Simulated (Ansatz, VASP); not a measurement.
# Nb in VASP and in Ansatz

Contents of INCAR:

```
PREC = Accurate
ENCUT = 520
EDIFF = 1E-7
ISMEAR = -1
SIGMA = 0.05
LREAL = False
LASPH = True
NELM = 80
ALGO = Normal
ISIF = 2
LWAVE = False
LCHARG = False
GGA = PE
NBANDS = 12
```

The input KPOINTS:

```
Automatic mesh
0
Gamma
  16 16 16
```

POSCAR

```
Nb
1.0
   -1.5973739459      1.5973739459      1.5973739459
    1.5973739459     -1.5973739459      1.5973739459
    1.5973739459      1.5973739459     -1.5973739459
Nb
1
Direct
    0.0000000000      0.0000000000      0.0000000000
```

Input for Ansatz:

```yaml
crystal:
  lattice:
    - [-1.5973739459, 1.5973739459, 1.5973739459]
    - [1.5973739459, -1.5973739459, 1.5973739459]
    - [1.5973739459, 1.5973739459, -1.5973739459]
  atoms:
    - { symbol: Nb, position: [0.0, 0.0, 0.0] }
kpoints:
  mp_grid: { grid: [16, 16, 16] }
scf:
  occupations: { method: fermi_dirac, width: 0.05 }
hamiltonian:
  xc: pbe
  pseudopotentials: { kind: all_electron, lapw: { basis_error: 0.001 } }
output:
  forces: true
  stress: true
  eigenvalues: true
  populations: true
```

Change from the starting cell: volume scaled by 0.9, LAPW.

Alike in both runs: task single point; functional PBE; k mesh 16 × 16 × 16; occupations fermi-dirac, width 0.05 eV; no spin polarisation.

|  | VASP | Ansatz |
| --- | --- | --- |
| version | VASP 6.6.1 | Ansatz 0.2.0 |
| potentials or method | VASP PAW PBE potentials, release 64 (Nb_sv) | all-electron LAPW, scalar-relativistic |
| plane-wave cutoff (eV) | 520 | see its input |

|  | VASP | Ansatz | Ansatz less VASP |
| --- | --- | --- | --- |
| pressure (GPa) | 21.7 | 22.2 | +0.41 |

Ansatz ran all-electron here, so the differences hold the error of VASP's frozen core and of both bases.

Caveats: so large a pressure means that the cell lies far from this level's equilibrium, or that cutoff or potentials fall short (VASP).
